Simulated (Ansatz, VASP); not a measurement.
Two plane-wave programs on Hf2C

```
CELL_PARAMETERS angstrom
0.00000 2.85430 2.85430
2.85430 0.00000 2.85430
2.85430 2.85430 0.00000
ATOMIC_POSITIONS crystal
Hf 0.25000 0.25000 0.25000
Hf 0.75000 0.75000 0.75000
C 0.00000 0.00000 0.00000
```

Change from the starting cell: species swapped into the Al2Pd type (Fm-3m, No. 225).

Alike in both runs: functional PBE; k mesh 14 × 14 × 14; occupations gaussian, width 0.1 eV; no spin polarisation.

Ansatz relaxed the structure, and its values are those at the end. VASP's run is a single point on that final structure, the one shown.

|  | VASP | Ansatz |
| --- | --- | --- |
| version | VASP 6.6.1 | Ansatz 0.2.0 |
| potentials or method | VASP PAW PBE potentials, release 64 (Hf_pv, C) | scalar-relativistic, plane waves, PAW |
| plane-wave cutoff (eV) | 520 | 420 |
| valence electrons in the cell | 24 | 56 |

```csv
,VASP,Ansatz,Ansatz less VASP
gap on the k mesh at the Fermi level (eV),none,none,-
pressure (GPa),-0.8,0.0,+0.75
```

A gap of «none» marks a metal or a gap that the smearing closes. With one functional, cell and mesh, what is left measures potentials, basis and numerics. The two sets of potentials don't hold the same shells in valence.

Spin-orbit coupling is left out, which matters for the levels of Hf.
